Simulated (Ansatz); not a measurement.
AgCl (Chlorargyrite):

```
CELL_PARAMETERS angstrom
0.00000 2.73500 2.73500
2.73500 0.00000 2.73500
2.73500 2.73500 0.00000
ATOMIC_POSITIONS crystal
Ag 0.00000 0.00000 0.00000
Cl 0.50000 0.50000 0.50000
```

Program: Ansatz 0.2.0. Alike in all runs: potentials or basis Ansatz PAW; cell as given; cutoff (eV) 420; smearing fermi-dirac 0.05 eV.

**Question.** Order these runs on this cell by their band gap on the k mesh, lowest first.
A. level PBEsol; spin off; k mesh 5 × 5 × 5
B. level PBE0; spin off; k mesh 5 × 5 × 5
C. level PBEsol+U; spin off; U Ag d U = 8 eV; k mesh 8 × 8 × 8; hubbard projectors ortho-atomic (the default); double counting fll (the default)
D. level PBEsol; spin SOC, no magnetisation; k mesh 8 × 8 × 8; points for each segment of the path 14
E. level BLYP; spin off; k mesh 5 × 5 × 5

**Answer.** D (0.68 eV), A (0.88 eV), E (1.13 eV), C (1.94 eV), B (3.26 eV).

Caveats: the density of states is complete only up to the lowest level of the last band computed (some runs); odd divisions of the mesh miss points on the zone boundary, where band edges often lie, so the gap on the mesh can be too wide (some runs).

A k mesh can miss the band edges.

Not every run made on this cell is shown here.
